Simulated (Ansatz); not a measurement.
# Mo: the cost of one run

Computed with Ansatz 0.2.0 (DFT PBE, scalar-relativistic, plane waves, PAW, unless a step's input says otherwise).

The COD entry's cell or inner coordinates are ideal or old and differ from later refinements, so a difference from it is no clean test against experiment.

1 further run of the same task is left out (set aside as unsound or not needed).

## Step 1: The structure to begin with

It takes space group Im-3m (No. 229, cubic). Conventional cell: a = 3.160 Å, b = 3.160 Å, c = 3.160 Å, α = 90.00°, β = 90.00°, γ = 90.00°. Around Mo (site symmetry m-3m) lie 8 Mo at 2.74 Å.

As a file:

```cif
data_structure
_symmetry_space_group_name_H-M 'P 1'
_symmetry_Int_Tables_number 1
_cell_length_a 2.7370
_cell_length_b 2.7370
_cell_length_c 2.7370
_cell_angle_alpha 109.471
_cell_angle_beta 109.471
_cell_angle_gamma 109.471
_cell_volume 15.78
loop_
_atom_site_label
_atom_site_type_symbol
_atom_site_fract_x
_atom_site_fract_y
_atom_site_fract_z
_atom_site_occupancy
Mo1 Mo 0.00000 0.00000 0.00000 1
```

It is the result of an earlier relaxation at this level (volume 15.78 Å³/atom; gap on the mesh: none (metal)).

## Step 2: The reference cell

The reference gives a free energy of -4956.0257 eV, pressure 0.10 GPa, largest force 0.000 eV/Å and gap on the mesh none (metal). It was computed beforehand with the settings of the runs below.

## Step 3: Setting up energy and stress against strain

The cell is strained by ε times the Voigt pattern (0, 1, 0, 0, 0, 0) (xx, yy, zz, yz, xz, xy; engineering shear), with fractional coordinates fixed (clamped ions). The stress on the pattern is the sum of the stress components weighted by it, tension positive.

## Step 4: ε = -0.0400

input.yaml

```yaml
crystal:
  lattice:
    - [-1.5802194356, 1.5170106582, 1.5802194356]
    - [1.5802194356, -1.5170106582, 1.5802194356]
    - [1.5802194356, 1.5170106582, -1.5802194356]
  atoms:
    - { symbol: Mo, position: [0.0, 0.0, 0.0] }
basis:
  ecutwfc: 420
kpoints:
  mp_grid: { grid: [26, 26, 26] }
hamiltonian:
  xc: pbe
scf:
  occupations: { method: gaussian, width: 0.15 }
output:
  forces: true
  stress: true
  eigenvalues: true
```

On the command line:

```
$ ansatz run input.yaml --threads 1 --pin off --max-ram 2560MiB --backend cpu --events-out ev --progress --plain --runs-dir out
```

What time and memory should one allow on 1 thread of Intel Xeon 6975P-C (Granite Rapids), shared host?

About 5.7 s, with a peak of 0.57 GiB.
